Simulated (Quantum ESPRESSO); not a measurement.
The system is SrCl2.

```
Sr Cl
1.0
     0.00000    3.48835    3.48835
     3.48835    0.00000    3.48835
     3.48835    3.48835    0.00000
Sr Cl
1 2
Direct
  0.00000 0.00000 0.00000
  0.75000 0.75000 0.75000
  0.25000 0.25000 0.25000
```

| Quantity | Value |
| --- | --- |
| Program | Quantum ESPRESSO 7.5 |
| Task | phonons |
| Functional | PBE |
| Potentials or basis | PseudoDojo 0.4.1 SR PBE standard |
| Cutoff | 925 eV |
| Density cutoff | 3701 eV |
| k mesh | 4 × 4 × 4, shifted |
| Occupations | fermi-dirac, width 0.05 eV |
| Spin | no spin polarisation |
| Target pressure | 15 GPa |
| Mixing beta | 0.5 |
| Most SCF iterations | 120 |
| SCF threshold | 6e-10 Ry |

The cell and the atoms were relaxed first at 15 GPa, to 22.57 Å³/atom (a = 4.575 Å, b = 4.575 Å, c = 4.575 Å, α = 60.00°, β = 60.00°, γ = 60.00°), and the response was taken there.

The first run showed a gap, so the response started from a second, tighter run with fixed occupations.

Question: What is the highest optical frequency at the zone centre, leaving out the macroscopic field of polar modes?

Answer: 255 cm⁻¹, a mode of symmetry T2g (Raman). With the field the highest mode lies at 291 cm⁻¹.

Optical modes at Γ, degenerate ones joined, polar ones without the macroscopic field:
| cm⁻¹ | components | symmetry | active in | IR intensity, summed ((D/Å)²/amu) |
| --- | --- | --- | --- | --- |
| 223 | 3 | T1u | IR | 11.10 |
| 255 | 3 | T2g | Raman | 0.00 |

Zone-centre frequencies without and with the macroscopic field along z (cm⁻¹):
```csv
,optical modes in rising order
without,223 223 223 255 255 255
with the field,223 223 255 255 255 291
```

Caveat: the volume moved by over 15 % at a fixed basis, so the end points are rough; the cell is more than 3 GPa from zero pressure, which shifts response properties.
